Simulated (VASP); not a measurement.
Wanted: an ASE script for a VASP 6.6.1 run.

- Task: single point
- Functional: HSE03
- Potentials or basis: VASP PAW PBE potentials, release 64 (S, Mg)
- Cutoff: 520 eV
- k mesh: 4 × 4 × 4
- Occupations: fermi-dirac, width 0.05 eV
- Spin: no spin polarisation
- Grid for exact exchange (PRECFOCK): Fast
- Further INCAR settings: ALGO = Normal; EDIFF = 1.00e-06

MgS:

```
S Mg
1.0
     0.00000    2.83312    2.83312
     2.83312    0.00000    2.83312
     2.83312    2.83312    0.00000
S Mg
1 1
Direct
  0.75000 0.75000 0.75000
  0.00000 0.00000 0.00000
```

The cell comes from a database or a generator and needn't be the stable form of this composition.

These files were run (other wordings do the same):

run.py

```python
from ase.calculators.vasp import Vasp
from ase.dft.bandgap import bandgap
from ase.spacegroup import crystal

atoms = crystal(
    ['S', 'Mg'],
    basis=[[0.25, 0.25, 0.75], [0.0, 0.0, 0.0]],
    spacegroup=216,
    setting=1,
    cellpar=[5.66624009, 5.66624009, 5.66624009, 90.0, 90.0, 90.0],
    primitive_cell=True,
)
calc = Vasp(
    directory='calc',
    xc='hse03',
    pp='PBE',
    setups='recommended',
    prec='Accurate',
    encut=520,
    ediff=1e-06,
    ismear=-1,
    sigma=0.05,
    lreal=False,
    lasph=True,
    nelm=60,
    algo='Normal',
    isif=2,
    lwave=False,
    lcharg=False,
    precfock='Fast',
    kpts=[4, 4, 4],
    gamma=True,
)
atoms.calc = calc

print('energy (eV):', atoms.get_potential_energy())
print('free energy (eV):', atoms.get_potential_energy(force_consistent=True))
print('forces (eV/A):')
print(atoms.get_forces())
print('stress (eV/A^3, Voigt):', atoms.get_stress())
print('Fermi level (eV):', calc.get_fermi_level())
gap, top, bottom = bandgap(calc)
print('band gap (eV):', gap, 'from (spin, k, band)', top, 'to', bottom)
```

Potentials or basis: VASP PAW PBE potentials, release 64 (S, Mg).

The run is started by

```sh
$ python run.py
```

It gave:

```yaml
Pressure: -0.1 GPa
Band_gap_on_the_k_mesh: 4.29 eV, direct
```

Caveat: the k mesh is coarse (spacing up to 0.48 Å⁻¹), so the values aren't converged, least of all with exact exchange; the PAW data sets were made with another functional, which shifts forces and pressure a little.

It took 68 s on 1 thread of Intel(R) Xeon(R) Platinum 8488C (Sapphire Rapids) (shared host), peak memory 0.27 GiB.
